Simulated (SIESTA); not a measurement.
In:

```
CELL_PARAMETERS angstrom
-1.88253 1.88253 1.88253
1.88253 -1.88253 1.88253
1.88253 1.88253 -1.88253
ATOMIC_POSITIONS crystal
In 0.00000 0.00000 0.00000
```

This isn't the form of In at room conditions, which is tetragonal.

* Program: SIESTA 5.4.2
* Task: relaxation of cell and atoms
* Functional: LDA
* Potentials or basis: PseudoDojo 0.4 standard (LDA files)
* Basis: DZP (energy shift 0.003 Ry; two zetas on semicore shells)
* Grid cutoff: 500 Ry
* Energy shift: 0.003 Ry
* k mesh: 7 × 7 × 7
* Occupations: fermi-dirac, width 0.05 eV
* Spin: no spin polarisation

At the start: pressure -2.8 GPa; volume 26.69 Å³/atom.

Where does the relaxation end?

Over 4 steps the energy falls by 19.1 meV/atom and the volume is 24.77 Å³/atom (-7.2 %); space group Im-3m (No. 229, to 0.05 Å).

The path:
```csv
step,energy change (eV),largest force (eV/Å),pressure (GPa),volume (Å³)
1,0.0000,0.0000,-2.79,26.69
2,-0.0080,0.0000,-2.19,26.16
3,-0.0189,0.0000,0.56,24.45
4,-0.0191,0.0000,-0.12,24.77
```

Final structure:
```cif
data_structure
_symmetry_space_group_name_H-M 'P 1'
_symmetry_Int_Tables_number 1
_cell_length_a 3.1808
_cell_length_b 3.1808
_cell_length_c 3.1808
_cell_angle_alpha 109.471
_cell_angle_beta 109.471
_cell_angle_gamma 109.471
_cell_volume 24.77
loop_
_atom_site_label
_atom_site_type_symbol
_atom_site_fract_x
_atom_site_fract_y
_atom_site_fract_z
_atom_site_occupancy
In1 In 0.00000 0.00000 0.00000 1
```

Caveat: the basis of atomic orbitals isn't converged, which shifts pressures, moduli and gaps.
